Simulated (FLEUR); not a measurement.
The system is MnO.

```
Mn O
1.0
     0.00000    2.22391    2.22391
     2.22391    0.00000    2.22391
     2.22391    2.22391    0.00000
Mn O
1 1
Cartesian
  0.0000 0.0000 0.0000
  2.2239 2.2239 2.2239
```

The cell is a database's computed one.

Base run:

| Quantity | Value |
| --- | --- |
| Program | FLEUR MaX-R8.1 (later development tree) |
| Functional | PBEsol |
| Potentials or basis | all-electron |
| Basis | FLAPW |
| Kmax | 4.5 1/bohr |
| k mesh | 8 × 8 × 8 |
| Occupations | fermi-dirac, width 0.05 eV |
| Spin | collinear spin, ferromagnetic start |
| Starting moments | [4.0, 0.0] μB |
| Hubbard terms | Mn d U = 5 eV |

Its results: band gap on the k mesh 0.21 eV, indirect (least direct gap 2.59 eV); net moment 5.00 μB per cell; site moments Mn +4.55; O +0.16 μB.

Q: The run is repeated on the same cell with these changes: hubbard terms from Mn d U = 5 eV to Mn d U = 0.0 eV. What comes out?

A: Band gap on the k mesh none (metal or under the smearing width); net moment 4.74 μB per cell; site moments Mn +4.24; O +0.21 μB.

Caveats: a cell with one magnetic atom can't hold antiferromagnetic order, which such compounds often take.

A k mesh can miss the band edges.
